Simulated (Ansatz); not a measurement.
## How BAs absorbs and reflects light: ground state and bands

Ansatz 0.2.0; DFT, PBE, plane-wave PAW, default files, scalar-relativistic, ground state.

First the ground state: is it a metal or has it a gap?

The input, input.yaml:

```yaml
crystal:
  lattice:
    - [0.0, 2.3885, 2.3885]
    - [2.3885, 0.0, 2.3885]
    - [2.3885, 2.3885, 0.0]
  atoms:
    - { symbol: As, position: [0.75, 0.75, 0.75] }
    - { symbol: B, position: [0.0, 0.0, 0.0] }
kpoints:
  mp_grid: { grid: [9, 9, 9] }
  band_path:
    path:
      - [[0.0, 0.0, 0.0], [0.5, 0.0, 0.5], [0.5, 0.25, 0.75], [0.375, 0.375, 0.75], [0.0, 0.0, 0.0], [0.5, 0.5, 0.5], [0.625, 0.25, 0.625], [0.5, 0.25, 0.75], [0.5, 0.5, 0.5], [0.375, 0.375, 0.75]]
      - [[0.625, 0.25, 0.625], [0.5, 0.0, 0.5]]
    npoints: 5
scf:
  occupations: { method: fermi_dirac, width: 0.05 }
  n_extra_bands: 6
hamiltonian:
  xc: pbe
  pseudopotentials: { kind: paw }
output:
  forces: true
  stress: true
  populations: true
  write_bands: true
```

On the command line:

```sh
$ ansatz run input.yaml --threads 4 --pin off --max-ram 8192MiB --backend cpu --events-out ev --progress --plain --runs-dir out
```

Q: Predict the electronic bands.

The 18 valence electrons fill 9 bands exactly, which allows a gap.

Numbers from this step:

- volume: 27.25 Å³
- gap on the path: 1.184 eV
- least direct gap on the path: 3.281 eV

Electronic bands along the path, in eV, zero at the Fermi level; v1 is the highest filled band, c1 the lowest empty one:

| point | v4 | v3 | v2 | v1 | c1 | c2 | c3 | c4 |
| --- | --- | --- | --- | --- | --- | --- | --- | --- |
| Γ | -16.00 | -0.59 | -0.59 | -0.59 | 2.69 | 2.69 | 2.69 | 4.08 |
| 0.40 of the way | -15.13 | -3.59 | -2.72 | -2.72 | 1.41 | 4.73 | 5.75 | 5.75 |
| X | -11.81 | -9.11 | -4.67 | -4.67 | 0.85 | 0.86 | 10.80 | 10.80 |
| 0.40 of the way | -11.76 | -8.98 | -5.19 | -5.11 | 1.82 | 1.90 | 9.67 | 9.95 |
| W | -11.65 | -8.64 | -6.07 | -5.78 | 4.67 | 5.35 | 6.22 | 6.46 |
| 0.60 of the way | -11.80 | -8.70 | -6.44 | -4.64 | 2.35 | 5.02 | 7.75 | 8.32 |
| K | -11.86 | -8.73 | -6.53 | -4.07 | 1.46 | 4.96 | 8.64 | 9.18 |
| 0.40 of the way | -13.91 | -6.68 | -5.19 | -2.21 | 3.18 | 5.01 | 5.91 | 6.54 |
| Γ | -16.00 | -0.59 | -0.59 | -0.59 | 2.69 | 2.69 | 2.69 | 4.08 |
| 0.40 of the way | -15.35 | -4.35 | -1.47 | -1.47 | 2.62 | 3.81 | 3.81 | 6.59 |
| L | -13.13 | -9.37 | -2.41 | -2.41 | 2.10 | 4.20 | 4.20 | 8.29 |
| 0.40 of the way | -12.84 | -9.11 | -4.18 | -2.94 | 2.65 | 4.68 | 5.34 | 8.57 |
| U | -11.86 | -8.73 | -6.53 | -4.07 | 1.46 | 4.96 | 8.64 | 9.18 |
| 0.40 of the way | -11.80 | -8.70 | -6.44 | -4.64 | 2.35 | 5.02 | 7.75 | 8.32 |
| W | -11.65 | -8.64 | -6.07 | -5.78 | 4.67 | 5.35 | 6.22 | 6.46 |
| 0.60 of the way | -12.75 | -9.03 | -4.49 | -3.24 | 3.20 | 4.01 | 6.11 | 8.57 |
| L | -13.13 | -9.37 | -2.41 | -2.41 | 2.10 | 4.20 | 4.20 | 8.29 |
| 0.40 of the way | -12.84 | -9.11 | -4.18 | -2.94 | 2.65 | 4.68 | 5.34 | 8.57 |
| K | -11.86 | -8.73 | -6.53 | -4.07 | 1.46 | 4.96 | 8.64 | 9.18 |
| jump to U | -11.86 | -8.73 | -6.53 | -4.07 | 1.46 | 4.96 | 8.64 | 9.18 |
| 0.60 of the way | -11.79 | -9.04 | -5.25 | -4.57 | 0.95 | 1.77 | 10.35 | 10.41 |
| X | -11.81 | -9.11 | -4.67 | -4.67 | 0.85 | 0.86 | 10.80 | 10.80 |

The electronic bands as a text plot (rows in eV, shown from -8.6 to 6.6 only):

```
    6.3 |             +     ++++     +       ++  +++ ++    ++
    5.6 |   +               ++              ++    +       ++
    5.0 | +++         ++++  ++  +  ++          +++ +         +
    4.4 |+           ++       ++ ++   +++++++    ++++  ++++
    3.7 | ++         +        +++    +              ++++      +
    3.1 |    ++     +  +    +++++  ++                ++
    2.5 |+++              ++     ++  +++   +++  +      + +++
    1.8 |      ++  +    +               +++   +         +   +  +
    1.2 |   +     +      +                     +             ++++
    0.6 |    +++++                                              +
   -0.1 |
   -0.7 |*                      *****
   -1.3 | **                  ***    *
   -1.9 |                   **  *  ** **
   -2.6 |   *                           ****           ***
   -3.2 |                 **  **           ***       *** ***
   -3.8 |   ***          *                    **    *       **
   -4.5 |      ***      *     **     *      *   *    **   *   ***
   -5.1 |         **   *    **                     *           **
   -5.7 |    **     ***                      *   ** *      *
   -6.4 |             ********        **      ******        ***
   -7.0 |
   -7.6 |      **
   -8.3 |                 **            *          *
         Γ       X    W  K        Γ      L     U  W     L   K|U X
```

[Logs are printed without paths, hosts, clocks, repeated set-up lines and the standing remarks that a program may print on its own settings, such as how far it seeks lower states.]

[Hosts, paths, dates, database ids (printed as entryN), source tags and the programs' standing remarks are cut or masked in the printed files.]
